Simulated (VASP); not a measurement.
# From an Ansatz input to VASP: AlN (zincblende)

Ansatz input

```yaml
crystal:
  lattice:
    - [0.0, 2.1848764129, 2.1848764129]
    - [2.1848764129, 0.0, 2.1848764129]
    - [2.1848764129, 2.1848764129, 0.0]
  atoms:
    - { symbol: Al, position: [0.0, 0.0, 0.0] }
    - { symbol: "N", position: [0.25, 0.25, 0.25] }
kpoints:
  mp_grid: { grid: [10, 10, 10] }
  band_path:
    path:
      - [[0.0, 0.0, 0.0], [0.5, 0.0, 0.5], [0.5, 0.25, 0.75], [0.375, 0.375, 0.75], [0.0, 0.0, 0.0], [0.5, 0.5, 0.5], [0.625, 0.25, 0.625], [0.5, 0.25, 0.75], [0.5, 0.5, 0.5], [0.375, 0.375, 0.75]]
      - [[0.625, 0.25, 0.625], [0.5, 0.0, 0.5]]
    npoints: 10
hamiltonian:
  xc: pbe
scf:
  occupations: { method: fermi_dirac, width: 0.02 }
  n_extra_bands: 4
output:
  forces: true
  stress: true
  eigenvalues: true
```

**Question.** Write VASP inputs for this cell and level of theory.

**Answer.** 

INCAR

```
LCHARG = .FALSE.
NELM = 120
LWAVE = .FALSE.
ISIF = 2
SIGMA = 0.02
NSW = 0
PREC = Accurate
LASPH = .TRUE.
NBANDS = 11
LREAL = .FALSE.
ENCUT = 520
EDIFF = 1E-7
ISMEAR = -1
GGA = PE
IBRION = -1
```

KPOINTS

```
KPOINTS created by Atomic Simulation Environment
0
Gamma
10 10 10
0 0 0
```

KPOINTS_OPT

```
special points
6
Reciprocal
0.0000000000 0.0000000000 0.0000000000 1
0.5000000000 0.0000000000 0.5000000000 1
0.5000000000 0.2500000000 0.7500000000 1
0.3750000000 0.3750000000 0.7500000000 1
0.5000000000 0.5000000000 0.5000000000 1
0.6250000000 0.2500000000 0.6250000000 1
```

POSCAR

```
Al N
 1.0000000000000000
    -0.0000000000000000    2.1848764129093445    2.1848764129093445
     2.1848764129093445    0.0000000000000000    2.1848764129093445
     2.1848764129093445    2.1848764129093445    0.0000000000000000
 Al  N
   1   1
Cartesian
  0.0000000000000000  0.0000000000000000  0.0000000000000000
  1.0924382064546723  1.0924382064546723  1.0924382064546723
```

VASP ran with the recommended PBE PAW datasets (8 valence electrons in the cell). Other inputs would serve too.

```tsv
	Ansatz	VASP
gap between bands v and c	3.33 eV	3.32 eV
least direct gap	4.18 eV	4.19 eV
pressure	4.6 GPa	4.3 GPa
```

Each program uses its own PAW datasets. VASP's cell holds 8 valence electrons and Ansatz's 8. Ansatz's stress includes a Pulay correction; VASP's doesn't. Ansatz solved a whole band path, VASP its corner points and band edges.
